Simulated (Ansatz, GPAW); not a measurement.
FeO: 3 runs at one level of theory

```xyz
2
Lattice="0.0000 2.1554 2.1554 2.1554 0.0000 2.1554 2.1554 2.1554 0.0000" Properties=species:S:1:pos:R:3 pbc="T T T"
Fe    0.0000    0.0000    0.0000
O     2.1554    2.1554    2.1554
```

Alike in all runs: task single point; functional PBE; k mesh 11 × 11 × 11; occupations gaussian, width 0.025 eV; collinear spin, ferromagnetic start; no spin-orbit coupling. The measured crystal is an antiferromagnetic insulator; the state found here is the runs' own. Pressure is positive in compression and, in plane waves, holds the error of the finite cutoff, which Ansatz's Pulay term estimates and takes out.

| program and potentials | plane-wave cutoff (eV) | notes | pressure (GPa) | net moment per atom (μB) |
| --- | --- | --- | --- | --- |
| Ansatz, Ansatz PAW | 420 | 11 valence electrons an atom on average; Pulay term of +0.65 GPa included | -0.27 | 2.00 |
| Ansatz, all-electron LAPW, scalar-relativistic | - | - | -0.36 | 2.00 |
| GPAW, GPAW PAW data sets (gpaw-data 1.2.1) | 800 | 7 valence electrons an atom on average | 0.76 | 2.00 |

The pressure spans -0.36 (Ansatz, all-electron LAPW, scalar-relativistic) to 0.76 GPa (GPAW, GPAW PAW data sets (gpaw-data 1.2.1)), with all-electron results at -0.36. All agree on the net moment per atom. The state is the one that the start led to, which needn't be the lowest.

The functional is the same throughout but for its coding, so the spread measures potentials, basis and numerics; runs on potential files found faulty are left out.
